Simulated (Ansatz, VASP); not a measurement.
**Two plane-wave programs on Fe**

```
Fe
1.0
    -1.37460    1.37460    1.37460
     1.37460   -1.37460    1.37460
     1.37460    1.37460   -1.37460
Fe
1
Direct
  0.00000 0.00000 0.00000
```

Alike in both runs: task single point; functional LDA; k mesh 16 × 16 × 16; collinear spin.

```csv
,VASP,Ansatz
version,VASP 6.6.1,Ansatz 0.2.0
potentials or method,"VASP PAW LDA potentials, release 64 (Fe)","plane waves (420 eV) with PAW, scalar-relativistic"
plane-wave cutoff (eV),520,420
occupations,"methfessel-paxton of order 1, width 0.2 eV","cold, width 0.2 eV"
valence electrons in the cell,8,16
```

VASP gave:

| Property | Result |
| --- | --- |
| pressure (GPa) | -0.9 |
| net moment per atom (μB) | 1.95 |
| size of the moment on the site where the two differ most (μB) | 1.91 |

Problem. What did Ansatz give for the same quantities?

Solution. Pressure (GPa): 0.0; net moment per atom (μB): 1.97; size of the moment on the site where the two differ most (μB): 1.97.

Site moments also hang on the region over which each program counts them. The two sets of potentials don't hold the same shells in valence. Ansatz warned: «pseudo_functional_mismatch».
